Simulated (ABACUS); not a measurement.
# Ag (Fm-3m) in ABACUS: further runs, part 2 of 2

ABACUS 3.10.1. Earlier steps stand in the parts before.

## (6) Equation of state, BLYP, 17.05 Å³/atom

run_abacus.py reads:

```python
"""ABACUS run from a structure file: ASE reads it, the script writes STRU, KPT and INPUT."""
import re
import subprocess
from ase.io import read
from ase.units import Bohr

atoms = read("POSCAR")
atoms = atoms[(-atoms.numbers).argsort(kind="stable")]  # ABACUS lists atoms element by element
pseudo = {'Ag': '47_Ag_19_1.9_2.5_pbe_n_v1.0.upf'}
orbital = {'Ag': 'Ag_confined-atom_7au_3s2p2d1f.orb'}
magmoms = None
kmesh = [10, 10, 10]
params = {
    'suffix': 'Ag',
    'calculation': 'scf',
    'basis_type': 'lcao',
    'pseudo_dir': './',
    'orbital_dir': './',
    'symmetry': 1,
    'dft_functional': 'GGA_X_B88+GGA_C_LYP',
    'ecutwfc': 100,
    'pseudo_rcut': 10,
    'nspin': 1,
    'nbands': 14,
    'ks_solver': 'genelpa',
    'smearing_method': 'fd',
    'smearing_sigma': 0.00367493,
    'scf_thr': 1e-07,
    'scf_nmax': 100,
    'mixing_type': 'broyden',
    'mixing_beta': 0.7,
    'cal_force': 1,
    'cal_stress': 1,
    'out_mul': 1,
}

symbols = atoms.get_chemical_symbols()
elements = list(dict.fromkeys(symbols))
lines = ["ATOMIC_SPECIES"] + [f"{e} {atoms.get_masses()[symbols.index(e)]:.4f} {pseudo[e]}" for e in elements]
if orbital:
    lines += ["", "NUMERICAL_ORBITAL"] + [orbital[e] for e in elements]
lines += ["", "LATTICE_CONSTANT", f"{1 / Bohr:.10f}", "", "LATTICE_VECTORS"]
lines += [" ".join(f"{x:.10f}" for x in v) for v in atoms.cell]
lines += ["", "ATOMIC_POSITIONS", "Direct"]
for e in elements:
    lines += ["", e, "0.0", str(symbols.count(e))]
    for i, p in enumerate(atoms.get_scaled_positions(wrap=False)):
        if symbols[i] == e:
            mag = "" if magmoms is None else " mag " + " ".join(str(x) for x in (magmoms[i] if isinstance(magmoms[i], list) else [magmoms[i]]))
            lines.append(" ".join(f"{x:.10f}" for x in p) + " 1 1 1" + mag)
open("STRU", "w").write("\n".join(lines) + "\n")
open("KPT", "w").write("K_POINTS\n0\nGamma\n%d %d %d 0 0 0\n" % tuple(kmesh))
open("INPUT", "w").write("INPUT_PARAMETERS\n" + "".join(f"{k:<20s}{v}\n" for k, v in params.items()))

done = subprocess.run(['mpirun', '-np', '4', 'abacus'])
if done.returncode:
    raise SystemExit(done.returncode)
log = open("OUT.Ag/running_scf.log").read()
print("final energy (eV):", re.findall(r"FINAL_ETOT_IS (\S+)", log))
```

POSCAR reads:

```
Ag
1.0
    0.0000000000      2.0427500000      2.0427500000
    2.0427500000      0.0000000000      2.0427500000
    2.0427500000      2.0427500000      0.0000000000
Ag
1
Direct
    0.0000000000      0.0000000000      0.0000000000
```

Potentials or basis: SPMS ONCV 1.0 PBE, DZP LCAO (the cutoffs set its grid).

Command:

```
$ OMP_NUM_THREADS=1 python run_abacus.py > log
```

Run time: 6.9 s. Hardware: 4 MPI ranks of Intel Xeon Platinum 8375C at 2.90GHz (Ice Lake), shared host; peak memory 0.36 GiB.

The run converged. Its results:

```
Free energy            : -4044.0256 eV
Pressure               : 13.0 GPa
Band gap on the k mesh : none (metal or under the smearing width)
```

Caveat: the atomic orbitals were generated for these runs and aren't a published set; the potentials were made for another functional, which shifts forces and pressure; the basis of atomic orbitals isn't converged, which shifts pressures, moduli and gaps.

## (7) Equation of state, BLYP, 17.39 Å³/atom (volume scaled by 1.02)

run_abacus.py is that of step 6.

POSCAR reads:

```
Ag
1.0
    0.0000000000      2.0562785400      2.0562785400
    2.0562785400      0.0000000000      2.0562785400
    2.0562785400      2.0562785400      0.0000000000
Ag
1
Direct
    0.0000000000      0.0000000000      0.0000000000
```

Command:

```
$ OMP_NUM_THREADS=1 python run_abacus.py > log
```

Run time: 5.6 s. Hardware: 4 MPI ranks of Intel Xeon Platinum 8375C at 2.90GHz (Ice Lake), shared host; peak memory 0.36 GiB.

It converged, with:

| Item | Value |
| --- | --- |
| Free energy | -4044.0504 eV |
| Pressure | 10.4 GPa |
| Band gap on the k mesh | none (metal or under the smearing width) |

Caveat: the atomic orbitals were generated for these runs and aren't a published set; the potentials were made for another functional, which shifts forces and pressure; the basis of atomic orbitals isn't converged, which shifts pressures, moduli and gaps.

## (8) Equation of state, BLYP, 17.73 Å³/atom (volume scaled by 1.04)

run_abacus.py is that of step 7.

POSCAR reads:

```
Ag
1.0
    0.0000000000      2.0696313722      2.0696313722
    2.0696313722      0.0000000000      2.0696313722
    2.0696313722      2.0696313722      0.0000000000
Ag
1
Direct
    0.0000000000      0.0000000000      0.0000000000
```

Command:

```
$ OMP_NUM_THREADS=1 python run_abacus.py > log
```

Run time: 8 s. Hardware: 4 MPI ranks of Intel Xeon Platinum 8375C at 2.90GHz (Ice Lake), shared host; peak memory 0.36 GiB.

The run converged. Its results:

- Free energy: -4044.0699 eV
- Pressure: 8.1 GPa
- Band gap on the k mesh: none (metal or under the smearing width)

Caveat: the atomic orbitals were generated for these runs and aren't a published set; the potentials were made for another functional, which shifts forces and pressure; the basis of atomic orbitals isn't converged, which shifts pressures, moduli and gaps.

## (9) Equation of state, BLYP, 18.07 Å³/atom (volume scaled by 1.06)

run_abacus.py is that of step 8.

POSCAR reads:

```
Ag
1.0
    0.0000000000      2.0828140930      2.0828140930
    2.0828140930      0.0000000000      2.0828140930
    2.0828140930      2.0828140930      0.0000000000
Ag
1
Direct
    0.0000000000      0.0000000000      0.0000000000
```

Potentials or basis: SPMS ONCV 1.0 PBE, DZP LCAO (the cutoffs set its grid).

Command:

```
$ OMP_NUM_THREADS=1 python run_abacus.py > log
```

Wall time 8.2 s (4 MPI ranks of Intel Xeon Platinum 8375C at 2.90GHz (Ice Lake), shared host); peak memory 0.36 GiB.

The run converged. Its results:

```yaml
Free_energy: -4044.0849 eV
Pressure: 6.1 GPa
Band_gap_on_the_k_mesh: none (metal or under the smearing width)
```

Caveat: the atomic orbitals were generated for these runs and aren't a published set; the potentials were made for another functional, which shifts forces and pressure; the basis of atomic orbitals isn't converged, which shifts pressures, moduli and gaps.

## (10) Equation of state, BLYP

This step only gathers the single runs of the series.

Results:

```yaml
Equilibrium_volume: "19.37 Å³/atom (rough: see the caveat)"
Bulk_modulus: 71 GPa (rough)
```

Energy against volume, from the lowest point:
```
volume (Å³/atom)  energy (meV/atom)
          16.025             171.72
          16.366             127.19
          16.707              89.97
          17.048              59.30
          17.389              34.53
          17.730              15.01
          18.071               0.00
```

Caveat: the atomic orbitals were generated for these runs and aren't a published set; the minimum lies outside the volumes run; the potentials were made for another functional, which shifts forces and pressure; the basis of atomic orbitals isn't converged, which shifts pressures, moduli and gaps.
